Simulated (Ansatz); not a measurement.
# MgO: the cost of one run

Program: Ansatz 0.2.0. Level of theory: DFT PBE, scalar-relativistic, plane waves, PAW. These are calculated values, not measurements.

## (1) Starting point

Symmetry: P6_3/mmc, No. 194, hexagonal system. The conventional cell has a = 3.486 Å, b = 3.486 Å, c = 4.178 Å, α = 90.00°, β = 90.00°, γ = 120.00°. Around Mg (site symmetry -6m2) lie 5 O at 2.01 to 2.09 Å. O (site symmetry -6m2) has 5 Mg at 2.01 to 2.09 Å as nearest neighbours.

Structure file:

```cif
data_structure
_symmetry_space_group_name_H-M 'P 1'
_symmetry_Int_Tables_number 1
_cell_length_a 3.4864
_cell_length_b 3.4864
_cell_length_c 4.1780
_cell_angle_alpha 90.000
_cell_angle_beta 90.000
_cell_angle_gamma 120.000
_cell_volume 43.98
loop_
_atom_site_label
_atom_site_type_symbol
_atom_site_fract_x
_atom_site_fract_y
_atom_site_fract_z
_atom_site_occupancy
Mg1 Mg 0.66667 0.33333 0.75000 1
Mg2 Mg 0.33333 0.66667 0.25000 1
O1 O 0.66667 0.33333 0.25000 1
O2 O 0.33333 0.66667 0.75000 1
```

The structure comes from the Materials Project (structure only).

## (2) A change within the space group

The change: strain xx, yy, zz, yz, xz, xy = +4.8, +4.8, -1.2, +0.0, +0.0, +0.0 %.

input.yaml

```yaml
crystal:
  lattice:
    - [3.6527826781, 0.0, 0.0]
    - [-1.8263913391, 3.1634025937, 0.0]
    - [0.0, 0.0, 4.1267766542]
  atoms:
    - { symbol: Mg, position: [0.66666667, 0.33333333, 0.75] }
    - { symbol: Mg, position: [0.33333333, 0.66666667, 0.25] }
    - { symbol: O, position: [0.66666667, 0.33333333, 0.25] }
    - { symbol: O, position: [0.33333333, 0.66666667, 0.75] }
basis:
  ecutwfc: 420
kpoints:
  mp_grid: { grid: [9, 9, 6] }
hamiltonian:
  xc: pbe
scf:
  occupations: { method: gaussian, width: 0.02 }
output:
  forces: true
  stress: true
  eigenvalues: true
  populations: true
```

What time and memory should one allow on 1 thread of an x86-64 CPU, shared host?

About 1.9 s, with a peak of 0.38 GiB.
